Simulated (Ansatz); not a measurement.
**NaH: moving H off its site**

NaH, Pm-3m, a = 2.955 Å (as given, not relaxed at this level: -2.0 GPa). This isn't the usual stable structure of the compound. Ansatz: LDA, PAW, 420 eV, Γ-centred 12×12×12 mesh on 2 atoms, Gaussian smearing 0.05 eV; no spin polarisation.

```xyz
2
Lattice="2.9551 0.0000 0.0000 0.0000 2.9551 0.0000 0.0000 0.0000 2.9551" Properties=species:S:1:pos:R:3 pbc="T T T"
Na    0.0000    0.0000    0.0000
H     1.4776    1.4776    1.4776
```

Atom 2 (H) moves by x along the unit vector (0.707, -0.707, 0.000), with its periodic images; all else is held. y is the free energy of the cell over the start, F the force along the path summed over the moved atoms. Symmetry makes y even in x.

| x (Å) | y (meV) | F (eV/Å) |
| --- | --- | --- |
| -0.1000 | ? | ? |
| -0.0500 | 0.40 | 0.02 |
| 0.0000 | 0.00 | 0.00 |
| 0.0125 | 0.02 | 0.00 |
| 0.0250 | 0.10 | -0.01 |
| 0.0375 | 0.22 | -0.01 |
| 0.0625 | 0.62 | -0.02 |
| 0.0750 | 0.90 | -0.02 |
| 0.0875 | 1.24 | -0.03 |

Question: Fit y = c2 x² + c4 x⁴ to the energies of the other rows, give the force constant, and predict energy and force of the missing row.

Answer: Least squares on the rows shown. y = 156.4 x² + 703.5 x⁴. The force constant is 2 c2 = 0.313 eV/Å², for the cell as given, at -2.0 GPa (for all images moving together, not for a lone atom). With two atoms in a cubic cell this is the optical mode at Γ without the LO field: ω = 521.5 √(2 c2/μ) = 297 cm⁻¹ for μ = 0.97 u. The force −dy/dx at the missing row is 0.03 eV/Å (computed 0.03). At x = -0.1000 the fit asked for gives 1.63 meV. The run gave 1.62 meV, so the fit is 0.01 meV too high, a small miss on the scale of the series.